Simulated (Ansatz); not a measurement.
Free-standing chains of the atoms of GaN, named by their start (strip: triangular double chain, ladder: square double chain); atoms and period are relaxed, and energies count from relaxed bulk GaN (F-43m, not its usual structure, 11.76 Å³/atom, gap on the mesh 1.54 eV).

Theory: Ansatz 0.2.0, DFT PBE, scalar-relativistic, plane waves, PAW.

Cutoff 420 eV; k points 1×1×18 on the computed 2-atom cell (Γ-centred); Gaussian smearing, width 0.05 eV; collinear spin from starting moments 0.5 0.5 μB.

Start (linear chain):

```xyz
2
Lattice="9.0000 0.0000 0.0000 0.0000 9.3000 0.0000 0.0000 0.0000 3.5452" Properties=species:S:1:pos:R:3 pbc="T T T"
Ga    4.5000    4.6500    0.0000
N     4.5000    4.6500    1.7726
```

Q: Give the relaxed structure and its energy.

A: The free energy falls by 95 meV/atom.

| Item | Value |
| --- | --- |
| excess energy (eV per host atom) | 1.363 |
| period (Å) | 3.391 |
| gap on the mesh (eV) | 1.81 |
| highest filled level or Fermi level under vacuum (eV) | 5.29 |
| size of the moment (μB per cell) | 0.00 |

Relaxed structure:
```
Ga N
1.0
     9.00000    0.00000    0.00000
     0.00000    9.30000    0.00000
     0.00000    0.00000    3.39054
Ga N
1 1
Direct
  0.50000 0.50000 0.00000
  0.50000 0.50000 0.50000
```

Each run keeps its start's symmetry and one magnetic start, so lower states can exist.

It took 26 s on 2 threads of AMD EPYC 7R43 64-Core Processor (Zen 3), on a shared host, peak memory 0.57 GiB.